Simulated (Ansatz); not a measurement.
# W (Tungsten): the cost of one run

Computed with Ansatz 0.2.0 (DFT, PBE, plane-wave PAW, default files, scalar-relativistic, frozen cores, unless a step's input says otherwise).

1 further run of the same task is left out (it didn't finish).

### 1 The system as given

Symmetry: Pm-3n, No. 223, cubic system. The conventional cell has a = 5.083 Å, b = 5.083 Å, c = 5.083 Å, α = 90.00°, β = 90.00°, γ = 90.00°. Around W (site symmetry m-3) lie 12 W at 2.84 Å. W (site symmetry -4m2) has 6 W at 2.54 to 2.84 Å as nearest neighbours.

Structure file:

```xyz
8
Lattice="5.0830 0.0000 0.0000 0.0000 5.0830 0.0000 0.0000 0.0000 5.0830" Properties=species:S:1:pos:R:3 pbc="T T T"
W     0.0000    0.0000    0.0000
W     2.5415    2.5415    2.5415
W     0.0000    2.5415    1.2708
W     0.0000    2.5415    3.8123
W     1.2708    0.0000    2.5415
W     3.8123    0.0000    2.5415
W     2.5415    3.8123    0.0000
W     2.5415    1.2708    0.0000
```

The earlier run gave: no gap over 0.1 eV on the mesh, largest force 0.000 eV/Å, pressure -0.6 GPa.

The printed gradients, by site:

| site | atoms | first shell | V_zz (10²¹ V/m²) | η | C_Q (MHz) |
| --- | --- | --- | --- | --- | --- |
| W1 | 1, 2 | 12 W at 2.84 Å | 0.00 | – | – |
| W3 | 3, 4, 5, 6, … | 14 W at 2.54–3.11 Å | -5.62 | 0.00 | – |

V_zz is the principal component of the electric field gradient with the largest magnitude, η = (V_xx − V_yy)/V_zz and C_Q = eQV_zz/h. Nuclear quadrupole moments: year-2017 set (Pyykkö). A dash under C_Q marks elements without a common quadrupolar isotope.

### 2 Z stretched by -2 %, ions relaxed

input.yaml reads:

```yaml
crystal:
  lattice:
    - [5.083, 0.0, 0.0]
    - [0.0, 5.083, 0.0]
    - [0.0, 0.0, 4.98134]
  atoms:
    - { symbol: W, position: [0.0, 0.0, 0.0] }
    - { symbol: W, position: [0.5, 0.5, 0.5] }
    - { symbol: W, position: [0.0, 0.5, 0.25] }
    - { symbol: W, position: [0.0, 0.5, 0.75] }
    - { symbol: W, position: [0.25, 0.0, 0.5] }
    - { symbol: W, position: [0.75, 0.0, 0.5] }
    - { symbol: W, position: [0.5, 0.75, 0.0] }
    - { symbol: W, position: [0.5, 0.25, 0.0] }
kpoints:
  mp_grid: { grid: [9, 9, 9] }
scf:
  occupations: { method: fermi_dirac, width: 0.05 }
hamiltonian:
  xc: pbe
  pseudopotentials: { kind: paw, frozen_core: stored }
output:
  forces: true
  stress: true
  populations: true
  efg: {}
relax:
  f_tol: 0.02
  max_steps: 60
```

Command:

```bash
ansatz run input.yaml --threads 1 --pin off --max-ram 3072MiB --backend cpu --events-out ev --progress --plain --runs-dir out
```

Q: Estimate wall time and peak memory on 1 thread of Intel Xeon at 2.50GHz (Skylake/Cascade Lake), shared host.

About 2.4 min, with a peak of 0.82 GiB.
